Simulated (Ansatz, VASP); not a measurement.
Two plane-wave programs on PbF2

```xyz
3
Lattice="0.0000 2.9699 2.8808 2.9699 0.0000 2.8808 2.9699 2.9699 0.0000" Properties=species:S:1:pos:R:3 pbc="T T T"
Pb    0.0000    0.0000    0.0000
F     1.4849    1.4849    1.4404
F     4.4548    4.4548    4.3211
```

Change from the starting cell: strain +0.000 along x and y, -0.030 along z, atoms carried along.

Alike in both runs: task single point; functional r2SCAN; k mesh 8 × 8 × 8; occupations gaussian, width 0.05 eV; no spin polarisation.

```csv
,VASP,Ansatz
version,VASP 6.6.1,Ansatz 0.2.0
potentials or method,"VASP PAW PBE potentials, release 64 (Pb_d, F)","scalar-relativistic, plane waves, PAW"
plane-wave cutoff (eV),520,500
valence electrons in the cell,28,28
```

```csv
,VASP,Ansatz,Ansatz less VASP
gap on the k mesh at the Fermi level (eV),4.79,4.79,0.000
least direct gap on the mesh (eV),5.04,5.04,-0.003
pressure (GPa),1.6,1.7,+0.06
largest component of the traceless stress (GPa),1.07,1.08,+0.007
```

The functional is the same, so the differences come from potentials, cutoffs and numerics.

Caveats: the PAW data sets were made with another functional, which shifts forces and pressure a little (VASP); spin-orbit coupling is left out, which as a rule narrows the gap of such compounds by several tenths of an eV. A k mesh can miss the band edges.
